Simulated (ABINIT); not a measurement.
Crystal: Pt.

```
CELL_PARAMETERS angstrom
-1.58422 1.58422 1.58422
1.58422 -1.58422 1.58422
1.58422 1.58422 -1.58422
ATOMIC_POSITIONS crystal
Pt 0.00000 0.00000 0.00000
```

This isn't the form of Pt at room conditions, which is fcc.

- Program: ABINIT 10.8.3 (patched build)
- Task: relaxation of cell and atoms
- Functional: PBEsol
- Potentials or basis: Ansatz PAW PBE default generated set, frozen core
- Cutoff: 419 eV
- k mesh: 9 × 9 × 9
- Occupations: fermi-dirac, width 0.05 eV
- Spin: no spin polarisation

At the start: pressure -11.5 GPa; volume 15.90 Å³/atom.

How do energy, volume and symmetry change on relaxing?

Over 5 steps the energy falls by 27.4 meV/atom and the volume is 15.18 Å³/atom (-4.6 %); space group Im-3m (No. 229, to 0.05 Å).

The path:
| step | energy change (eV) | largest force (eV/Å) | pressure (GPa) | volume (Å³) |
| --- | --- | --- | --- | --- |
| 1 | 0.0000 | 0.0000 | -11.50 | 15.90 |
| 2 | -0.0257 | 0.0000 | -3.05 | 15.35 |
| 3 | -0.0273 | 0.0000 | 0.29 | 15.16 |
| 4 | -0.0274 | 0.0000 | -0.01 | 15.18 |
| 5 | -0.0274 | 0.0000 | 0.00 | 15.18 |

Final structure:
```
Pt
1.0
    -1.55977    1.55977    1.55977
     1.55977   -1.55977    1.55977
     1.55977    1.55977   -1.55977
Pt
1
Direct
  0.00000 0.00000 0.00000
```

Caveat: the PAW data sets were made with another functional, which shifts forces and pressure a little; the atomic spheres overlap.
